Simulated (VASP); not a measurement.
A run of VASP 6.6.1:

Contents of INCAR:

```
SYSTEM = SrO
PREC = Accurate ; ENCUT = 520
EDIFF = 1E-7 ; ISMEAR = 0
SIGMA = 0.05 ; LREAL = .False.
LASPH = .True. ; NELM = 100
ALGO = Fast ; ISIF = 2
LWAVE = .False. ; LCHARG = .False.
GGA = PE ; NBANDS = 24
```

The input KPOINTS:

```
Automatic mesh
0
Gamma
  6 6 6
  0 0 0
```

Contents of POSCAR:

```
SrO
1.0
    4.2754662656      0.0000000000      0.0000000000
   -2.1377331328      3.7026623990      0.0000000000
    0.0000000000      0.0000000000      5.1555949900
Sr O
2 2
Direct
    0.3333333333      0.6666666667      0.9381277000
    0.6666666667      0.3333333333      0.4381277000
    0.3198295367      0.6396590734      0.4368723000
    0.6531628700      0.3063257401      0.9368723000
```

Potentials or basis: VASP PAW PBE potentials, release 64 (Sr_sv, O).

Run with:

```bash
$ cat potpaw_PBE.64/Sr_sv/POTCAR potpaw_PBE.64/O/POTCAR > POTCAR
$ mpirun -np 1 vasp_std > vasp.out
```

Hardware: 1 thread of Intel(R) Xeon(R) Platinum 8488C (Sapphire Rapids), on a shared host.

How long does it take, and how much memory?

Run time: 2.9 min on 1 thread of Intel(R) Xeon(R) Platinum 8488C (Sapphire Rapids), with other jobs on the host, peak memory 0.26 GiB. Counts: scf iterations 24, k points 68.
